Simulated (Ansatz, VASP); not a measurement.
**Two plane-wave programs on BiTe**

File INCAR:

```
PREC = Accurate
ENCUT = 520
EDIFF = 1E-7
ISMEAR = -1
SIGMA = 0.05
LREAL = False
LASPH = True
NELM = 100
ALGO = Normal
ISIF = 2
LWAVE = False
LCHARG = False
GGA = PS
NBANDS = 18
```

KPOINTS

```
regular mesh
0
Gamma
  7 7 7
```

Contents of POSCAR:

```
BiTe
1.0
    2.3732508797      1.3701970343      3.2495731172
   -2.3732508797      1.3701970343      3.2495731172
    0.0000000000     -2.7403940685      3.2495731172
Bi Te
1 1
Direct
    0.5000000000      0.5000000000      0.5000000000
    0.0000000000      0.0000000000      0.0000000000
```

Contents of input.yaml:

```yaml
crystal:
  lattice:
    - [2.3732508797, 1.3701970343, 3.2495731172]
    - [-2.3732508797, 1.3701970343, 3.2495731172]
    - [0.0, -2.7403940685, 3.2495731172]
  atoms:
    - { symbol: Bi, position: [0.5, 0.5, 0.5] }
    - { symbol: Te, position: [0.0, 0.0, 0.0] }
hamiltonian:
  xc: pbesol
  pseudopotentials: { kind: paw }
kpoints:
  mp_grid: { grid: [7, 7, 7] }
scf:
  occupations: { method: fermi_dirac, width: 0.05 }
output:
  forces: true
  stress: true
  eigenvalues: true
  write_density: true
  write_potential: true
  elf: true
  volumetric_format: npy
```

Change from the starting cell: volume scaled by 0.94.

Alike in both runs: task single point; functional PBEsol; k mesh 7 × 7 × 7; occupations fermi-dirac, width 0.05 eV; no spin polarisation.

|  | VASP | Ansatz |
| --- | --- | --- |
| version | VASP 6.6.1 | Ansatz 0.2.0 |
| potentials or method | VASP PAW PBE potentials, release 64 (Bi_d, Te) | Ansatz PAW |
| plane-wave cutoff (eV) | 520 | 420 |
| valence electrons in the cell | 21 | 31 |

Ansatz gave:

```
gap on the k mesh at the Fermi level (eV)       : none
pressure (GPa)                                  : 0.8
largest component of the traceless stress (GPa) : 0.56
```

**Question.** Estimate VASP's values.

**Answer.** gap on the k mesh at the Fermi level (eV): none; pressure (GPa): 0.8; largest component of the traceless stress (GPa): 0.57.

A gap of «none» marks a metal or a gap that the smearing closes. The functional is the same, so the differences come from potentials, cutoffs and numerics. The two sets of potentials don't hold the same shells in valence.

Caveats: spin-orbit coupling is left out, which moves the levels of the heavy elements; the PAW data sets were made with another functional, which shifts forces and pressure a little (VASP); the PAW data sets come from PBE, with cores solved anew for the run's functional, which leaves a small shift of forces and pressure (Ansatz).
